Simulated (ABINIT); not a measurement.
Crystal: Nb.

```
CELL_PARAMETERS angstrom
-1.66395 1.66395 1.66395
1.66395 -1.66395 1.66395
1.66395 1.66395 -1.66395
ATOMIC_POSITIONS crystal
Nb 0.00000 0.00000 0.00000
```

Base run:

- Program: ABINIT 10.8.3 (patched build)
- Functional: PBE
- Potentials or basis: JTH PAW PBE v2.0
- Cutoff: 435 eV
- k mesh: 11 × 11 × 11
- Occupations: fermi-dirac, width 0.05 eV
- Spin: no spin polarisation

Its results: band gap on the k mesh none (metal or under the smearing width); pressure -2.5 GPa.

Task: After a change of settings the same cell gave: band gap on the k mesh none (metal or under the smearing width); pressure 4.2 GPa. Which change was it?
A. k mesh from 11 × 11 × 11 to 4 × 4 × 4
B. functional from PBE to SOGGA; spin from no spin polarisation to spin-orbit coupling, no magnetisation
C. functional from PBE to SCAN; cutoff from 435 eV to 490 eV; fine-grid cutoff from 870.764 eV to 979.61 eV
D. functional from PBE to rPW86PBE

Result: D.

Caveats: the PAW data sets were made with another functional, which shifts forces and pressure a little (some runs).
